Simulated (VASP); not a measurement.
# Bi (Im-3m) in VASP: notebook

Aim: see how the results for Bi move with the level of theory and the settings. Levels: rSCAN, PBEsol. Tasks: electron localisation function, relaxation of cell and atoms.

Program: VASP 6.6.1. These are calculated values, not measurements. Logs are shortened: lines on timing, memory, paths and dates and some standing lists are left out, and cuts for length are marked.

## Step 1: The crystal as given

It takes space group Im-3m (No. 229, cubic). Conventional cell: a = 3.963 Å, b = 3.963 Å, c = 3.963 Å, α = 90.00°, β = 90.00°, γ = 90.00°. Around Bi (site symmetry m-3m) lie 8 Bi at 3.43 Å.

This isn't the form of Bi at room conditions, which is rhombohedral.

## Step 2: Electron localisation function, rSCAN (cell strained at random at fixed volume)

File INCAR:

```
ALGO = Normal
EDIFF = 1E-8
ENCUT = 600
ISIF = 2
ISMEAR = 0
LASPH = T
LCHARG = T
LELF = T
LMIXTAU = T
LREAL = F
LWAVE = F
METAGGA = RSCAN
NELM = 60
PREC = Accurate
SIGMA = 0.1
```

File KPOINTS:

```
k-points
0
Gamma
  9 9 9
```

File POSCAR:

```
Bi
1.0
   -1.9141660000      1.9561690000      2.0111730000
    1.8982730000     -1.9438710000      1.9829820000
    2.0066100000      2.0363150000     -1.9988750000
Bi
1
Direct
    0.0000000000      0.0000000000      0.0000000000
```

Potentials or basis: VASP PAW PBE potentials, release 64 (Bi_d_GW).

On the command line:

```
cat potpaw_PBE.64/Bi_d_GW/POTCAR > POTCAR
mpirun -np 1 vasp_std > vasp.out
```

OUTCAR:

```text
EDIFF = 1E-8
   ENCUT = 600
   ISIF = 2
   ISMEAR = 0
   LASPH = T
   LREAL = F
   METAGGA = RSCAN
   NELM = 60
   PREC = Accurate

 ion  position               nearest neighbor table
   1  0.000  0.000  0.000-

  LATTYP: Found a triclinic cell.
 ALAT       =     3.4843811038
 B/A-ratio  =     1.5969353292
 C/A-ratio  =     1.0011381490
 COS(alpha) =     0.0033448950
 COS(beta)  =     0.3437261679
 COS(gamma) =     0.8197851941

  Lattice vectors:

 A1 = (   1.9907170000,   2.0486130000,   1.9952800000)
 A2 = (   3.8889900000,   0.1047420000,   3.9782620000)
 A3 = (   2.0066100000,   2.0363150000,  -1.9988750000)

Analysis of symmetry for initial positions (statically):
=====================================================================
 Subroutine PRICEL returns:
 Original cell was already a primitive cell.

 Routine SETGRP: Setting up the symmetry group for a
 triclinic supercell.

 Subroutine GETGRP returns: Found  2 space group operations
 (whereof  2 operations were pure point group operations)
 out of a pool of  2 trial point group operations.

The static configuration has the point symmetry S_2 .

Analysis of symmetry for dynamics (positions and initial velocities):
=====================================================================
 Subroutine PRICEL returns:
 Original cell was already a primitive cell.

 Routine SETGRP: Setting up the symmetry group for a
 triclinic supercell.

 Subroutine GETGRP returns: Found  2 space group operations
 (whereof  2 operations were pure point group operations)
 out of a pool of  2 trial point group operations.

The dynamic configuration has the point symmetry S_2 .

 Subroutine INISYM returns: Found  2 space group operations
 (whereof  2 operations are pure point group operations),
 and found     1 'primitive' translations

----------------------------------------------------------------------------------------

                                     Primitive cell

  volume of cell :      31.1169

  direct lattice vectors                    reciprocal lattice vectors
    -1.914166000  1.956169000  2.011173000    -0.004898327  0.249815283  0.249577175
     1.898273000 -1.943871000  1.982982000     0.257272226 -0.006731428  0.251410276
     2.006610000  2.036315000 -1.998875000     0.250298198  0.244674356  0.000242601

  length of vectors
     3.396387120  3.363672466  3.488346849     0.353157806  0.359779707  0.350021124

  position of ions in fractional coordinates (direct lattice)
     0.000000000  0.000000000  0.000000000

  ion indices of the primitive-cell ions
   primitive index   ion index
                 1           1

----------------------------------------------------------------------------------------

 KPOINTS: k-points

Automatic generation of k-mesh.
 Grid dimensions read from file:
 generate k-points for:    9    9    9

 Generating k-lattice:

  Cartesian coordinates                     Fractional coordinates (reciprocal lattice)
    -0.000544259  0.027757254  0.027730797     0.111111111 -0.000000000  0.000000000
     0.028585803 -0.000747936  0.027934475     0.000000000  0.111111111 -0.000000000
     0.027810911  0.027186040  0.000026956    -0.000000000  0.000000000  0.111111111

  Length of vectors
     0.039239756  0.039975523  0.038891236

  Shift w.r.t. Gamma in fractional coordinates (k-lattice)
     0.000000000  0.000000000  0.000000000

 Subroutine IBZKPT returns following result:
 ===========================================

 Found    365 irreducible k-points:

 Following reciprocal coordinates:
            Coordinates               Weight
  0.000000  0.000000  0.000000      1.000000
  0.111111  0.000000 -0.000000      2.000000
  0.222222  0.000000 -0.000000      2.000000
  0.333333  0.000000 -0.000000      2.000000
  0.444444  0.000000 -0.000000      2.000000
 -0.000000  0.111111 -0.000000      2.000000
[... 16 lines left out ...]
 -0.111111  0.222222  0.000000      2.000000
 -0.000000  0.333333 -0.000000      2.000000
 [... further k-points ...]
   k-points           NKPTS =    365   k-points in BZ     NKDIM =    365   number of bands    NBANDS=     12
   number of dos      NEDOS =    301   number of ions     NIONS =      1
   total plane-waves  NPLWV =  21952
   dimension x,y,z NGX =    28 NGY =   28 NGZ =   28
   dimension x,y,z NGXF=    56 NGYF=   56 NGZF=   56
   ions per type =               1
   NGX,Y,Z   is equivalent  to a cutoff of  13.71, 13.84, 13.34 a.u.
   NGXF,Y,Z  is equivalent  to a cutoff of  27.41, 27.68, 26.69 a.u.
 SYSTEM =  unknown system
   PREC   = accura    normal or accurate (medium, high low for compatibility)
   ISTART =      0    job   : 0-new  1-cont  2-samecut
   ICHARG =      2    charge: 1-file 2-atom 10-const
   ISPIN  =      1    spin polarized calculation?
   LNONCOLLINEAR =      F non collinear calculations
   LSORBIT =      F    spin-orbit coupling
   LASPH  =      T    aspherical Exc in radial PAW
   ENCUT  =  600.0 eV  44.10 Ry    6.64 a.u.   6.78  6.72  6.97*2*pi/ulx,y,z
   NELM   =     60;   NELMIN=  2; NELMDL= -5     # of ELM steps
   EDIFF  = 0.1E-07   stopping-criterion for ELM
   LREAL  =      F    real-space projection
   EDIFFG = 0.1E-06   stopping-criterion for IOM
   NSW    =      0    number of steps for IOM
   IBRION =     -1    ionic relax: 0-MD 1-quasi-New 2-CG
   NFREE  =      0    steps in history (QN), initial steepest desc. (CG)
   ISIF   =      2    stress and relaxation
   ISYM   =      2    0-nonsym 1-usesym 2-fastsym
   POTIM  = 0.5000    time-step for ionic-motion
   TEBEG  =    0.0;   TEEND  =   0.0 temperature during run
   PSTRESS=    0.0 pullay stress
   NELECT =      17.0000    total number of electrons
   NUPDOWN=      -1.0000    fix difference up-down
   EMIN   =  10.00;   EMAX   =-10.00  energy-range for DOS
   EFERMI =   0.00;   METHOD = LEGACY
   ISMEAR =     0;   SIGMA  =   0.10  broadening in eV -4-tet -1-fermi 0-gaus
   EFERMI_NEDOS =   21; number of points for ismear=-14 and -15
   IALGO  =     38    algorithm
   IMIX   =      4    mixing-type and parameters
     AMIX     =   0.40;   BMIX     =  1.00
     AMIX_MAG =   1.60;   BMIX_MAG =  1.00
  volume/ion in A,a.u.               =      31.12       209.99
  Fermi-wavevector in a.u.,A,eV,Ry     =   1.338317  2.529052 24.369285  1.791092
  Thomas-Fermi vector in A             =   2.466797
   LORBIT       =      0    0 simple, 1 ext, 2 COOP (PROOUT), +10 PAW based schemes
   METAGGA = RSCAN    functional components
   LHFCALC =     F    Hartree Fock is set to
   AEXX    =    0.0000 exact exchange contribution
   IVDW    =     0    specifies the selected vdW correction
   LEPSILON=     F    determine dielectric tensor
   LRPA    =     F    only Hartree local field effects (RPA)
 non-spin polarized calculation
 Gauss-broadening in eV      SIGMA  =   0.10
  energy-cutoff  :      600.00
  volume of cell :       31.12
 maximum number of plane-waves:      1058
   NGX = 13   NGY = 13   NGZ = 13

 number of electron      17.0000001 magnetization

 Free energy of the ion-electron system (eV)
  ---------------------------------------------------
  ext. energy  EPLUGINS =         0.00000000
  ---------------------------------------------------
  free energy    TOTEN  =      -102.83914406 eV

  energy without entropy =     -102.83647501  energy(sigma->0) =     -102.83780953

 E-fermi :   4.0575     XC(G=0): -11.2579

 val. band max:        4.0441432564   @ k =  -0.4444  -0.2222   0.2222
 cond. band min:       4.0681710860   @ k =   0.3333   0.3333   0.1111
 fundamental gap:      0.0240278295
 Fermi energy:         4.0574699550

 k-point     1 :       0.0000    0.0000    0.0000
  band No.  band energies     occupation
      1    -152.5272      2.00000
      2     -19.8990      2.00000
      3     -19.8601      2.00000
      4     -19.8367      2.00000
      5     -19.7253      2.00000
      6     -19.7187      2.00000
      7     -10.0965      2.00000
      8       8.9739      0.00000
      9       9.3025      0.00000
     10       9.7317      0.00000
     11      13.9419      0.00000
     12      14.9586      0.00000

 k-point     2 :       0.1111    0.0000   -0.0000
  band No.  band energies     occupation
      1    -152.5272      2.00000
      2     -19.8938      2.00000
      3     -19.8481      2.00000
      4     -19.8242      2.00000
      5     -19.7309      2.00000
      6     -19.7205      2.00000
      7      -9.8645      2.00000
      8       7.1702      0.00000
      9       8.5765      0.00000
     10       9.4065      0.00000
     11      13.3753      0.00000
     12      14.4856      0.00000

 k-point     3 :       0.2222    0.0000   -0.0000
  band No.  band energies     occupation
      1    -152.5272      2.00000
      2     -19.8939      2.00000
      3     -19.8339      2.00000
      4     -19.7668      2.00000
      5     -19.7420      2.00000
      6     -19.7250      2.00000
      7      -9.1850      2.00000
      8       3.9252      1.93851
      9       7.4123      0.00000
     10       8.9235      0.00000
     11      11.9752      0.00000
     12      13.5060      0.00000

 k-point     4 :       0.3333    0.0000   -0.0000
  band No.  band energies     occupation
      1    -152.5271      2.00000
      2     -19.9025      2.00000
      3     -19.8285      2.00000
      4     -19.7442      2.00000
      5     -19.7302      2.00000
      6     -19.6925      2.00000
      7      -8.1476      2.00000
      8       0.9763      2.00000
      9       6.3760      0.00000
     10       8.4213      0.00000
     11      11.0879      0.00000
     12      12.8275      0.00000

 k-point     5 :       0.4444    0.0000   -0.0000
  band No.  band energies     occupation
      1    -152.5271      2.00000
      2     -19.9096      2.00000
      3     -19.8328      2.00000
      4     -19.7379      2.00000
      5     -19.7330      2.00000
      6     -19.6431      2.00000
      7      -7.1264      2.00000
      8      -1.0372      2.00000
      9       5.7995      0.00000
     10       8.1093      0.00000
     11      10.6617      0.00000
     12      12.4897      0.00000
[... 228 lines left out ...]
      1    -152.5271      2.00000
      2     -19.8589      2.00000
      3     -19.8331      2.00000
      4     -19.7525      2.00000
      5     -19.7361      2.00000
      6     -19.7233      2.00000
      7      -8.4176      2.00000
      8       2.7087      2.00000
      9       5.6824      0.00000
     10       7.4994      0.00000
     11      11.9511      0.00000
     12      13.4066      0.00000

 k-point    22 :      -0.2222    0.2222    0.0000
  band No.  band energies     occupation
      1    -152.5272      2.00000
      2     -19.8585      2.00000
      3     -19.8304      2.00000
      4     -19.7845      2.00000
      5     -19.7445      2.00000
      6     -19.7307      2.00000
      7      -9.0898      2.00000
      8       4.4598      0.00000
      9       7.1317      0.00000
     10       8.3666      0.00000
     11      11.7681      0.00000
     12      12.9090      0.00000

 k-point    23 :      -0.1111    0.2222    0.0000
  band No.  band energies     occupation
      1    -152.5272      2.00000
      2     -19.8604      2.00000
      3     -19.8401      2.00000
      4     -19.8016      2.00000
      5     -19.7390      2.00000
      6     -19.7284      2.00000
      7      -9.3400      2.00000
      8       5.2885      0.00000
      9       7.6717      0.00000
     10       8.1379      0.00000
     11      12.7559      0.00000
     12      13.2099      0.00000

 k-point    24 :      -0.0000    0.3333   -0.0000
  band No.  band energies     occupation
      1    -152.5271      2.00000
      2     -19.8971      2.00000
      3     -19.8302      2.00000
      4     -19.7389      2.00000
      5     -19.7294      2.00000
      6     -19.6926      2.00000
      7      -8.0473      2.00000
      8       1.1474      2.00000
      9       6.1141      0.00000
     10       8.0324      0.00000
     11      10.8353      0.00000
     12      12.3834      0.00000

 [... further k-points ...]

------------------------ aborting loop because EDIFF is reached ----------------------------------------

  FORCE on cell =-STRESS in cart. coord.  units (eV):
  Direction    XX          YY          ZZ          XY          YZ          ZX
  --------------------------------------------------------------------------------------
  -------------------------------------------------------------------------------------
  Total        0.1770437     -0.0186193     -0.0313953     -0.2803034     -0.0176934      0.0283274
  in kB        9.1157923     -0.9586893     -1.6165116    -14.4325260     -0.9110135      1.4585504
  external PRESSURE =       2.1801971 kB  Pullay stress =       0.0000000 kB

 VOLUME and BASIS-vectors are now :
 -----------------------------------------------------------------------------
  energy-cutoff  :      600.00
  volume of cell :       31.12
      direct lattice vectors                 reciprocal lattice vectors
    -1.914166000  1.956169000  2.011173000    -0.004898327  0.249815283  0.249577175
     1.898273000 -1.943871000  1.982982000     0.257272226 -0.006731428  0.251410276
     2.006610000  2.036315000 -1.998875000     0.250298198  0.244674356  0.000242601

 POSITION                                       TOTAL-FORCE (eV/Angst)
 -----------------------------------------------------------------------------------
      0.00000      0.00000      0.00000         0.000000      0.000000      0.000000
 -----------------------------------------------------------------------------------
    total drift:                               -0.000000     -0.000000     -0.000000

  FREE ENERGIE OF THE ION-ELECTRON SYSTEM (eV)
  ---------------------------------------------------
  free  energy   TOTEN  =      -102.8391440584 eV

  energy  without entropy=     -102.8364750071  energy(sigma->0) =     -102.83780953
```

It took 9.4 min on 1 thread of Intel Xeon Platinum 8488C (Sapphire Rapids), shared host; peak memory 0.37 GiB.

What came out:

```yaml
Free_energy: -102.8391 eV
Pressure: 0.2 GPa
Band_gap_on_the_k_mesh: none (metal or under the smearing width)
```

Levels at points of the mesh, in eV from the Fermi level:
| k point | band 6 | band 7 | band 8 | band 9 | band 10 | band 11 | band 12 |
| --- | --- | --- | --- | --- | --- | --- | --- |
| (0.00, 0.00, 0.00) | -23.78 | -14.15 | 4.92 | 5.25 | 5.67 | 9.88 | 10.90 |

Caveat: the PAW data sets were made with another functional, which shifts forces and pressure a little; spin-orbit coupling is left out, which moves the levels of the heavy elements.

[end of part 1 of 2]
